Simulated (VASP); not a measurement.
# MoSe2 (P6_3/mmc) in VASP: a series of runs

Runs on MoSe2. Level: PBE. Tasks: relaxation of cell and atoms.

Program: VASP 6.6.1. These are calculated values, not measurements. Logs are shortened: lines on timing, memory, paths and dates and some standing lists are left out, and cuts for length are marked.

### 1 Starting point

Symmetry: P6_3/mmc, No. 194, hexagonal system. The conventional cell has a = 3.288 Å, b = 3.288 Å, c = 12.900 Å, α = 90.00°, β = 90.00°, γ = 120.00°. Around Mo (site symmetry -6m2) lie 6 Se at 2.49 Å. Around Se (site symmetry 3m) lie 3 Mo at 2.49 Å.

### 2 Relaxation of cell and atoms, PBE

The input, INCAR:

```
  ALGO = Normal
  EDIFF = 1E-6
  EDIFFG = -0.01
  ENCUT = 520
  GGA = PE
  IBRION = 2
  ISIF = 3
  ISMEAR = 0
  KPAR = 2
  LASPH = True
  LCHARG = False
  LREAL = False
  LWAVE = False
  NELM = 120
  NSW = 90
  PREC = Accurate
  SIGMA = 0.1
```

The input, KPOINTS:

```
k-points
0
Gamma
  9 9 2
```

The input, POSCAR:

```
MoSe2
1.0
    3.2880000000      0.0000000000      0.0000000000
   -1.6440000000      2.8474915300      0.0000000000
    0.0000000000      0.0000000000     12.9000000000
Mo Se
2 4
Direct
    0.3333333300      0.6666666700      0.2500000000
    0.6666666700      0.3333333300      0.7500000000
    0.3333333300      0.6666666700      0.6250000000
    0.6666666700      0.3333333300      0.1250000000
    0.3333333300      0.6666666700      0.8750000000
    0.6666666700      0.3333333300      0.3750000000
```

Potentials or basis: VASP PAW PBE potentials, release 64 (Mo_sv, Se).

On the command line:

```bash
$ cat potpaw_PBE.64/Mo_sv/POTCAR potpaw_PBE.64/Se/POTCAR > POTCAR
$ mpirun -np 2 vasp_std > vasp.out
```

OUTCAR:

```text
EDIFF = 1E-6
   EDIFFG = -0.01
   ENCUT = 520
   GGA = PE
   IBRION = 2
   ISIF = 3
   ISMEAR = 0
   LASPH = True
   LREAL = False
   NELM = 120
   NSW = 90
   PREC = Accurate

 ion  position               nearest neighbor table
   1  0.333  0.667  0.250-   4 2.49   6 2.49   4 2.49   6 2.49   4 2.49   6 2.49
   2  0.667  0.333  0.750-   3 2.49   5 2.49   3 2.49   5 2.49   3 2.49   5 2.49
   3  0.333  0.667  0.625-   2 2.49   2 2.49   2 2.49
   4  0.667  0.333  0.125-   1 2.49   1 2.49   1 2.49
   5  0.333  0.667  0.875-   2 2.49   2 2.49   2 2.49
   6  0.667  0.333  0.375-   1 2.49   1 2.49   1 2.49

  LATTYP: Found a hexagonal cell.
 ALAT       =     3.2880000000
 C/A-ratio  =     3.9233576642

  Lattice vectors:

 A1 = (   3.2880000000,   0.0000000000,   0.0000000000)
 A2 = (  -1.6440000000,   2.8474915300,   0.0000000000)
 A3 = (   0.0000000000,   0.0000000000,  12.9000000000)

Analysis of symmetry for initial positions (statically):
=====================================================================
 Subroutine PRICEL returns:
 Original cell was already a primitive cell.

 Routine SETGRP: Setting up the symmetry group for a
 hexagonal supercell.

 Subroutine GETGRP returns: Found 24 space group operations
 (whereof 12 operations were pure point group operations)
 out of a pool of 24 trial point group operations.

The static configuration has the point symmetry D_3d.
 The point group associated with its full space group is D_6h.

Analysis of symmetry for dynamics (positions and initial velocities):
=====================================================================
 Subroutine PRICEL returns:
 Original cell was already a primitive cell.

 Routine SETGRP: Setting up the symmetry group for a
 hexagonal supercell.

 Subroutine GETGRP returns: Found 24 space group operations
 (whereof 12 operations were pure point group operations)
 out of a pool of 24 trial point group operations.

The dynamic configuration has the point symmetry D_3d.
 The point group associated with its full space group is D_6h.

 Subroutine INISYM returns: Found 24 space group operations
 (whereof 12 operations are pure point group operations),
 and found     1 'primitive' translations

----------------------------------------------------------------------------------------

                                     Primitive cell

  volume of cell :     120.7769

  direct lattice vectors                    reciprocal lattice vectors
     3.288000000  0.000000000  0.000000000     0.304136253  0.175593147  0.000000000
    -1.644000000  2.847491530  0.000000000     0.000000000  0.351186295  0.000000000
     0.000000000  0.000000000 12.900000000     0.000000000  0.000000000  0.077519380

  length of vectors
     3.288000000  3.288000002 12.900000000     0.351186295  0.351186295  0.077519380

  position of ions in fractional coordinates (direct lattice)
     0.333333330  0.666666670  0.250000000
     0.666666670  0.333333330  0.750000000
     0.333333330  0.666666670  0.625000000
     0.666666670  0.333333330  0.125000000
     0.333333330  0.666666670  0.875000000
     0.666666670  0.333333330  0.375000000

  ion indices of the primitive-cell ions
   primitive index   ion index
                 1           1
                 2           2
                 3           3
                 4           4
                 5           5
                 6           6

----------------------------------------------------------------------------------------

 KPOINTS: k-points

Automatic generation of k-mesh.
 Grid dimensions read from file:
 generate k-points for:    9    9    2

 Generating k-lattice:

  Cartesian coordinates                     Fractional coordinates (reciprocal lattice)
     0.033792917  0.019510350  0.000000000     0.111111111 -0.000000000  0.000000000
     0.000000000  0.039020699  0.000000000     0.000000000  0.111111111  0.000000000
     0.000000000  0.000000000  0.038759690     0.000000000  0.000000000  0.500000000

  Length of vectors
     0.039020699  0.039020699  0.038759690

  Shift w.r.t. Gamma in fractional coordinates (k-lattice)
     0.000000000  0.000000000  0.000000000

 Subroutine IBZKPT returns following result:
 ===========================================

 Found     24 irreducible k-points:

 Following reciprocal coordinates:
            Coordinates               Weight
  0.000000  0.000000  0.000000      1.000000
  0.111111 -0.000000  0.000000      6.000000
  0.222222  0.000000  0.000000      6.000000
  0.333333  0.000000  0.000000      6.000000
  0.444444  0.000000  0.000000      6.000000
  0.111111  0.111111  0.000000      6.000000
[... 16 lines left out ...]
  0.333333  0.222222  0.500000     12.000000
  0.333333  0.333333  0.500000      2.000000
   k-points           NKPTS =     24   k-points in BZ     NKDIM =     24   number of bands    NBANDS=     31
   number of dos      NEDOS =    301   number of ions     NIONS =      6
   total plane-waves  NPLWV =  55296
   dimension x,y,z NGX =    24 NGY =   24 NGZ =   96
   dimension x,y,z NGXF=    48 NGYF=   48 NGZF=  192
   ions per type =               2   4
   NGX,Y,Z   is equivalent  to a cutoff of  12.13, 12.13, 12.37 a.u.
   NGXF,Y,Z  is equivalent  to a cutoff of  24.27, 24.27, 24.74 a.u.
 SYSTEM =  unknown system
   PREC   = accura    normal or accurate (medium, high low for compatibility)
   ISTART =      0    job   : 0-new  1-cont  2-samecut
   ICHARG =      2    charge: 1-file 2-atom 10-const
   ISPIN  =      1    spin polarized calculation?
   LNONCOLLINEAR =      F non collinear calculations
   LSORBIT =      F    spin-orbit coupling
   LASPH  =      T    aspherical Exc in radial PAW
   ENCUT  =  520.0 eV  38.22 Ry    6.18 a.u.   6.11  6.11 23.99*2*pi/ulx,y,z
   NELM   =    120;   NELMIN=  2; NELMDL= -5     # of ELM steps
   EDIFF  = 0.1E-05   stopping-criterion for ELM
   LREAL  =      F    real-space projection
   EDIFFG = -.1E-01   stopping-criterion for IOM
   NSW    =     90    number of steps for IOM
   IBRION =      2    ionic relax: 0-MD 1-quasi-New 2-CG
   NFREE  =      1    steps in history (QN), initial steepest desc. (CG)
   ISIF   =      3    stress and relaxation
   ISYM   =      2    0-nonsym 1-usesym 2-fastsym
   POTIM  = 0.5000    time-step for ionic-motion
   TEBEG  =    0.0;   TEEND  =   0.0 temperature during run
   PSTRESS=    0.0 pullay stress
   NELECT =      52.0000    total number of electrons
   NUPDOWN=      -1.0000    fix difference up-down
   EMIN   =  10.00;   EMAX   =-10.00  energy-range for DOS
   EFERMI =   0.00;   METHOD = LEGACY
   ISMEAR =     0;   SIGMA  =   0.10  broadening in eV -4-tet -1-fermi 0-gaus
   EFERMI_NEDOS =   21; number of points for ismear=-14 and -15
   IALGO  =     38    algorithm
   IMIX   =      4    mixing-type and parameters
     AMIX     =   0.40;   BMIX     =  1.00
     AMIX_MAG =   1.60;   BMIX_MAG =  1.00
  volume/ion in A,a.u.               =      20.13       135.84
  Fermi-wavevector in a.u.,A,eV,Ry     =   1.236179  2.336039 20.791580  1.528138
  Thomas-Fermi vector in A             =   2.370798
   LORBIT       =      0    0 simple, 1 ext, 2 COOP (PROOUT), +10 PAW based schemes
   GGA     = PE    functional components
   LHFCALC =     F    Hartree Fock is set to
   AEXX    =    0.0000 exact exchange contribution
   IVDW    =     0    specifies the selected vdW correction
   LEPSILON=     F    determine dielectric tensor
   LRPA    =     F    only Hartree local field effects (RPA)
 conjugate gradient relaxation of ions
 non-spin polarized calculation
 Gauss-broadening in eV      SIGMA  =   0.10
  energy-cutoff  :      520.00
  volume of cell :      120.78
 maximum number of plane-waves:      3288
   NGX = 13   NGY = 13   NGZ = 47

--------------------------------------- Ionic step        1  -------------------------------------------

 number of electron      52.0000001 magnetization

 Free energy of the ion-electron system (eV)
  ---------------------------------------------------
  ext. energy  EPLUGINS =         0.00000000
  ---------------------------------------------------
  free energy    TOTEN  =       -39.72224153 eV

  energy without entropy =      -39.72224153  energy(sigma->0) =      -39.72224153

------------------------ aborting loop because EDIFF is reached ----------------------------------------

  FORCE on cell =-STRESS in cart. coord.  units (eV):
  Direction    XX          YY          ZZ          XY          YZ          ZX
  --------------------------------------------------------------------------------------
  -------------------------------------------------------------------------------------
  Total        4.8911410      4.8911410      9.0555992      0.0000000      0.0000000      0.0000000
  in kB       64.8838783     64.8838784    120.1278806      0.0000000      0.0000000      0.0000000
  external PRESSURE =      83.2985458 kB  Pullay stress =       0.0000000 kB
[... 101 lines left out ...]
  FREE ENERGIE OF THE ION-ELECTRON SYSTEM (eV)
  ---------------------------------------------------
  free  energy   TOTEN  =       -39.9271251048 eV

  energy  without entropy=      -39.9271251048  energy(sigma->0) =      -39.92712510

 E-fermi :   5.6915     XC(G=0): -10.0095

 val. band max:        5.1268697193   @ k =   0.0000   0.0000   0.0000
 cond. band min:       6.3115606281   @ k =   0.3333   0.3333   0.0000
 fundamental gap:      1.1846909088
 Fermi energy:         5.6915086112

 k-point     1 :       0.0000    0.0000    0.0000
  band No.  band energies     occupation
      1     -55.9279      2.00000
      2     -55.9279      2.00000
      3     -30.0641      2.00000
      4     -30.0641      2.00000
      5     -29.9188      2.00000
      6     -29.9188      2.00000
[... 805 lines left out ...]
     30       7.5170      0.00000
     31       7.9278      0.00000

[... ionic steps 4 to 30 ...]

--------------------------------------- Ionic step       31  -------------------------------------------

 number of electron      52.0000006 magnetization

------------------------ aborting loop because EDIFF is reached ----------------------------------------

  FORCE on cell =-STRESS in cart. coord.  units (eV):
  Direction    XX          YY          ZZ          XY          YZ          ZX
  --------------------------------------------------------------------------------------
  -------------------------------------------------------------------------------------
  Total        0.0580385      0.0580385     -0.1628547      0.0000000      0.0000000      0.0000000
  in kB        0.6734631      0.6734631     -1.8897229      0.0000000      0.0000000      0.0000000
  external PRESSURE =      -0.1809322 kB  Pullay stress =       0.0000000 kB
[... 65 lines left out ...]
  energy  without entropy=      -39.9758326944  energy(sigma->0) =      -39.97583269

--------------------------------------- Ionic step       33  -------------------------------------------

 number of electron      52.0000004 magnetization

 Free energy of the ion-electron system (eV)
  ---------------------------------------------------
  ext. energy  EPLUGINS =         0.00000000
  ---------------------------------------------------
  free energy    TOTEN  =       -39.97596277 eV

  energy without entropy =      -39.97596277  energy(sigma->0) =      -39.97596277

 E-fermi :   5.1752     XC(G=0):  -9.7990

 val. band max:        4.7107856278   @ k =   0.0000   0.0000   0.0000
 cond. band min:       6.0705404379   @ k =   0.3333   0.3333   0.0000
 fundamental gap:      1.3597548100
 Fermi energy:         5.1751681292

 k-point     1 :       0.0000    0.0000    0.0000
  band No.  band energies     occupation
      1     -56.2132      2.00000
      2     -56.2132      2.00000
      3     -30.3548      2.00000
      4     -30.3548      2.00000
      5     -30.1971      2.00000
      6     -30.1971      2.00000
[... 838 lines left out ...]
  FREE ENERGIE OF THE ION-ELECTRON SYSTEM (eV)
  ---------------------------------------------------
  free  energy   TOTEN  =       -39.9759627667 eV

  energy  without entropy=      -39.9759627667  energy(sigma->0) =      -39.97596277

 reached required accuracy - stopping structural energy minimisation
```

It took 18 min on 2 MPI ranks of Intel Xeon Platinum 8559C (Emerald Rapids), shared host; peak memory 0.26 GiB.

Results:

| Property | Result |
| --- | --- |
| Free energy | -39.9760 eV |
| Relaxed volume | 23.07 Å³/atom |
| Relaxed cell | a = 3.323 Å, b = 3.323 Å, c = 14.471 Å, α = 90.00°, β = 90.00°, γ = 120.00° |
| Space group after relaxing (to 0.05 Å) | P6_3/mmc (No. 194) |
| Energy gained by relaxing | 42.3 meV/atom |
| Ionic steps | 33 |
| Pressure after relaxing | 0.0 GPa |
| Band gap on the k mesh | 1.36 eV, indirect (least direct gap 1.41 eV) |

Forces in eV/Å, atoms in the order of the input:
```
Mo   0.000  0.000  0.000
Mo   0.000  0.000  0.000
Se   0.000  0.000  0.003
Se   0.000  0.000  0.003
Se   0.000  0.000 -0.003
Se   0.000  0.000 -0.003
```

The path:
```
step  energy change (eV)  largest force (eV/Å)  pressure (GPa)  volume (Å³)
   1              0.0000                1.1452            8.33       120.78
   2              0.5052                1.9502          -11.30       139.96
   3             -0.2049                0.1647           -0.30       127.01
   4             -0.2054                0.1163            0.02       126.74
   5             -0.2053                0.0944            0.16       126.62
   6             -0.2099                0.1077            0.23       126.81
   7             -0.2176                0.1451            0.45       127.36
   8             -0.2214                0.1402            0.30       127.91
   9             -0.2302                0.1259           -0.11       129.57
  10             -0.2363                0.0925           -0.84       132.92
  11             -0.2384                0.0543           -0.65       133.15
  12             -0.2414                0.0339           -0.22       133.67
  13             -0.2404                0.2184            0.66       134.69
  14             -0.2421                0.1107            0.14       134.09
  15             -0.2454                0.0879            0.14       134.46
  16             -0.2512                0.0230            0.18       135.55
  17             -0.2470                0.0925            0.36       137.68
  18             -0.2521                0.0042            0.26       136.19
  19             -0.2525                0.0429           -0.03       136.68
  20             -0.2525                0.0449           -0.04       136.71
  21             -0.2528                0.0276           -0.04       136.88
  22             -0.2529                0.0086           -0.03       137.07
  23             -0.2529                0.0006            0.04       137.06
  24             -0.2530                0.0128            0.14       137.04
  25             -0.2530                0.0128            0.13       137.05
  26             -0.2530                0.0121            0.13       137.09
  27             -0.2531                0.0105            0.14       137.15
  28             -0.2532                0.0073            0.17       137.29
  29             -0.2532                0.0011            0.21       137.56
  30             -0.2534                0.0160            0.09       137.82
  31             -0.2535                0.0321           -0.02       138.07
  32             -0.2536                0.0225           -0.01       138.18
  33             -0.2537                0.0026           -0.01       138.42
```

Final structure:
```cif
data_structure
_symmetry_space_group_name_H-M 'P 1'
_symmetry_Int_Tables_number 1
_cell_length_a 3.3234
_cell_length_b 3.3234
_cell_length_c 14.4712
_cell_angle_alpha 90.000
_cell_angle_beta 90.000
_cell_angle_gamma 120.000
_cell_volume 138.42
loop_
_atom_site_label
_atom_site_type_symbol
_atom_site_fract_x
_atom_site_fract_y
_atom_site_fract_z
_atom_site_occupancy
Mo1 Mo 0.33333 0.66667 0.25000 1
Mo2 Mo 0.66667 0.33333 0.75000 1
Se1 Se 0.33333 0.66667 0.63461 1
Se2 Se 0.66667 0.33333 0.13461 1
Se3 Se 0.33333 0.66667 0.86539 1
Se4 Se 0.66667 0.33333 0.36539 1
```

Levels at points of the mesh, in eV from the valence-band top:
```csv
k point,band 24,band 25,band 26,band 27,band 28,band 29
"(0.00, 0.00, 0.00)",-1.23,-0.59,0.00,2.73,2.73,2.74
"(0.00, 0.00, 0.50)",-1.24,-0.19,-0.19,2.74,2.74,2.74
```

Caveat: an odd mesh through Γ misses points on the zone boundary, where band edges often lie; this functional lacks dispersion, which binds the layers, so the pressure and a relaxed spacing across them are unreliable; the volume moved by +15 % from the deposited cell, more than functionals usually miss.

### 3 Relaxation of cell and atoms, PBE

This run uses another cell than the first one, of 23.07 Å³/atom, 1.146 times its volume.

The input, INCAR:

```
  ALGO = Normal
  EDIFF = 1E-7
  EDIFFG = -0.005
  ENCUT = 520
  GGA = PE
  IBRION = 2
  ISIF = 3
  ISMEAR = 0
  KPAR = 2
  LASPH = True
  LCHARG = False
  LREAL = False
  LWAVE = False
  NELM = 120
  NSW = 60
  POTIM = 0.3
  PREC = Accurate
  SIGMA = 0.1
```

KPOINTS is that of step 2.

The input, POSCAR:

```
MoSe2                                   
1.0
    3.3234131237      0.0000000000     -0.0000000000
   -1.6617065619      2.8781601948      0.0000000000
   -0.0000000000     -0.0000000000     14.4712270226
  Mo              Se            
     2     4
Direct
     0.3333333300000021    0.6666666699999979    0.2500000000000000
     0.6666666699999979    0.3333333300000021    0.7500000000000000
     0.3333333300000021    0.6666666699999979    0.6346083660585927
     0.6666666699999979    0.3333333300000021    0.1346083660585926
     0.3333333300000021    0.6666666699999979    0.8653916339414073
     0.6666666699999979    0.3333333300000021    0.3653916339414075
```

Potentials or basis: VASP PAW PBE potentials, release 64 (Mo_sv, Se).

On the command line:

```bash
$ cat potpaw_PBE.64/Mo_sv/POTCAR potpaw_PBE.64/Se/POTCAR > POTCAR
$ mpirun -np 2 vasp_std > vasp.out
```

Wall time 14 min (2 MPI ranks of Intel Xeon Platinum 8559C (Emerald Rapids), shared host); peak memory 0.32 GiB.

Results (log left out):

| Quantity | Value |
| --- | --- |
| Free energy | -39.9828 eV |
| Relaxed volume | 24.15 Å³/atom |
| Relaxed cell | a = 3.322 Å, b = 3.322 Å, c = 15.161 Å, α = 90.00°, β = 90.00°, γ = 120.00° |
| Space group after relaxing (to 0.05 Å) | P6_3/mmc (No. 194) |
| Energy gained by relaxing | 0.4 meV/atom |
| Ionic steps | 15 |
| Pressure after relaxing | 0.0 GPa |
| Largest force after relaxing | 0.003 eV/Å |
| Band gap on the k mesh | 1.43 eV, direct |

Forces in eV/Å, atoms in the order of the input:
```
Mo   0.000  0.000  0.000
Mo   0.000  0.000  0.000
Se   0.000  0.000 -0.003
Se   0.000  0.000 -0.003
Se   0.000  0.000  0.003
Se   0.000  0.000  0.003
```

Step by step:
```tsv
step	energy change (eV)	largest force (eV/Å)	pressure (GPa)	volume (Å³)
1	0.0000	0.0027	0.02	138.42
2	0.0000	0.0123	-0.01	138.46
3	-0.0001	0.0217	-0.04	138.50
4	-0.0001	0.0200	-0.02	138.49
5	-0.0001	0.0150	0.05	138.47
6	-0.0001	0.0125	0.08	138.47
7	-0.0002	0.0125	0.08	138.50
8	-0.0002	0.0125	0.08	138.60
9	-0.0004	0.0123	0.07	138.80
10	-0.0007	0.0120	0.07	139.19
11	-0.0012	0.0099	0.06	139.98
12	-0.0018	0.0038	0.05	141.55
13	-0.0021	0.0212	0.11	144.71
14	0.0001	0.1199	-0.66	146.32
15	-0.0022	0.0031	0.00	144.92
```

Final structure:
```
Mo Se
1.0
     3.32231    0.00000    0.00000
    -1.66115    2.87720    0.00000
     0.00000    0.00000   15.16086
Mo Se
2 4
Direct
  0.33333 0.66667 0.25000
  0.66667 0.33333 0.75000
  0.33333 0.66667 0.63984
  0.66667 0.33333 0.13984
  0.33333 0.66667 0.86016
  0.66667 0.33333 0.36016
```

Levels at points of the mesh, in eV from the valence-band top:
```
           k point  band 23  band 24  band 25  band 26  band 27  band 28  band 29  band 30
(0.00, 0.00, 0.00)    -1.17    -1.17    -0.47    -0.03     2.80     2.80     2.81     2.81
(0.00, 0.00, 0.50)    -1.17    -1.17    -0.19    -0.19     2.80     2.80     2.80     2.80
```

Caveat: an odd mesh through Γ misses points on the zone boundary, where band edges often lie; this functional lacks dispersion, which binds the layers, so the pressure and a relaxed spacing across them are unreliable. PBE usually gives volumes a little too large and moduli too small.
